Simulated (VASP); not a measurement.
The system is CuO.

```
CELL_PARAMETERS angstrom
3.28802 0.00000 0.00000
-1.64401 2.84751 0.00000
0.00000 0.00000 5.38502
ATOMIC_POSITIONS crystal
Cu 0.66667 0.33333 0.00000
Cu 0.33333 0.66667 0.50000
O 0.66667 0.33333 0.62520
O 0.33333 0.66667 0.12520
```

Measurements of this composition are mostly on another form, of space group No. 15.

```yaml
Program: VASP 6.6.1
Task: relaxation of cell and atoms
Functional: MS2
Potentials_or_basis: VASP PAW PBE potentials, release 64 (Cu, O)
Cutoff: 600 eV
k_mesh: 9 × 9 × 5
Occupations: gaussian, width 0.05 eV
Spin: no spin polarisation
```

At the start: pressure -14.6 GPa; volume 12.60 Å³/atom.

Question: How do energy, volume and symmetry change on relaxing?

Answer: Over 14 steps the energy falls by 79.2 meV/atom and the volume is 11.04 Å³/atom (-12.4 %); space group P6_3mc (No. 186, to 0.05 Å).

The path:
```
step  energy change (eV)  largest force (eV/Å)  pressure (GPa)  volume (Å³)
   1              0.0000                0.0793          -14.56        50.42
   2             -0.2104                0.2011            9.01        42.51
   3             -0.2756                0.1267           -0.30        44.88
   4             -0.2754                0.1280            0.10        44.77
   5             -0.2811                0.1299            0.01        44.76
   6             -0.2979                0.1722           -0.57        44.73
   7             -0.3159                0.0051           -1.60        44.62
   8             -0.3149                0.0705            0.71        43.94
   9             -0.3168                0.0234           -0.76        44.38
  10             -0.3168                0.0376           -0.35        44.25
  11             -0.3169                0.0009           -0.15        44.20
  12             -0.3168                0.0159            0.01        44.18
  13             -0.3168                0.0004            0.14        44.16
  14             -0.3168                0.0012            0.11        44.16
```

Final structure:
```
CELL_PARAMETERS angstrom
3.06850 0.00000 0.00000
-1.53425 2.65740 0.00000
0.00000 0.00000 5.41535
ATOMIC_POSITIONS crystal
Cu 0.66667 0.33333 0.98837
Cu 0.33333 0.66667 0.48837
O 0.66667 0.33333 0.63683
O 0.33333 0.66667 0.13683
```

Caveat: the PAW data sets were made with another functional, which shifts forces and pressure a little; the run has no spin polarisation, though such a crystal can be magnetic.
